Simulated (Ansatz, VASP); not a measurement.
## HfO2 in VASP and in Ansatz

```xyz
3
Lattice="0.0000 2.4214 2.5488 2.4214 0.0000 2.5488 2.4214 2.4214 0.0000" Properties=species:S:1:pos:R:3 pbc="T T T"
Hf    0.0000    0.0000    0.0000
O     1.2107    1.2107    1.2744
O     3.6320    3.6320    3.8232
```

Change from the starting cell: strain -0.050 along x and y, +0.000 along z, atoms carried along.

Alike in both runs: task single point; functional PBE; k mesh 8 × 8 × 8; occupations gaussian, width 0.05 eV; no spin polarisation.

```csv
,VASP,Ansatz
version,VASP 6.6.1,Ansatz 0.2.0
potentials or method,"VASP PAW PBE potentials, release 64 (Hf_pv, O)","scalar-relativistic, plane waves, PAW"
plane-wave cutoff (eV),520,420
valence electrons in the cell,22,38
```

```csv
,VASP,Ansatz,Ansatz less VASP
gap on the k mesh at the Fermi level (eV),3.40,3.38,-0.024
least direct gap on the mesh (eV),3.68,3.64,-0.035
pressure (GPa),26.8,31.4,+4.59
largest component of the traceless stress (GPa),17.98,17.59,-0.392
```

The functional is the same, so the differences come from potentials, cutoffs and numerics. The two sets of potentials don't hold the same shells in valence.

Caveats: so large a pressure means that the cell lies far from this level's equilibrium, or that cutoff or potentials fall short (VASP); spin-orbit coupling is left out, which moves the levels of the heavy elements. A k mesh can miss the band edges.
